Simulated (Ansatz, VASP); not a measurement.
GaAs, level by level in two programs

```xyz
2
Lattice="0.0000 2.7691 2.7691 2.7691 0.0000 2.7691 2.7691 2.7691 0.0000" Properties=species:S:1:pos:R:3 pbc="T T T"
As    4.1537    4.1537    4.1537
Ga    0.0000    0.0000    0.0000
```

Single points on this cell with VASP 6.6.1 and Ansatz 0.2.0. Each row is one pair of runs. Alike in all rows: spin: off; k mesh: 8 × 8 × 8; smearing: fermi-dirac, width 0.05 eV; VASP's potentials, cutoff: VASP PAW PBE potentials, release 64 (As, Ga_d), 520 eV.

```tsv
level	Ansatz's potentials, cutoff	gap on the k mesh at the Fermi level (eV), VASP	gap on the k mesh at the Fermi level (eV), Ansatz	least direct gap on the mesh (eV), VASP	least direct gap on the mesh (eV), Ansatz	pressure (GPa), VASP	pressure (GPa), Ansatz
PBE+D3(BJ)	Ansatz PAW, 420 eV	1.00	0.99	1.00	0.99	6.1	5.9
BLYP	Ansatz PAW, 420 eV	0.88	0.84	0.88	0.84	13.0	12.5
r2SCAN+D3(BJ)	Ansatz PAW, 500 eV	1.50	1.52	1.50	1.52	4.8	4.6
RPBE+D3(BJ)	Ansatz PAW, 420 eV	1.12	1.11	1.12	1.11	-1.6	-1.8
revPBE+D4	Ansatz PAW, 420 eV	1.09	1.08	1.09	1.08	4.5	4.3
PBEsol	Ansatz PAW, 420 eV	?	0.91	?	0.91	?	5.2
```

Q: Fill in what VASP gave in row 6.

A: gap on the k mesh at the Fermi level (eV): 0.93; least direct gap on the mesh (eV): 0.93; pressure (GPa): 5.4.

Caveats: the PAW data sets were made with another functional, which shifts forces and pressure a little (VASP); the PAW data sets come from PBE, with cores solved anew for the run's functional, which leaves a small shift of forces and pressure (Ansatz); the dispersion damping was fitted for another functional or another form of the correction (Ansatz).
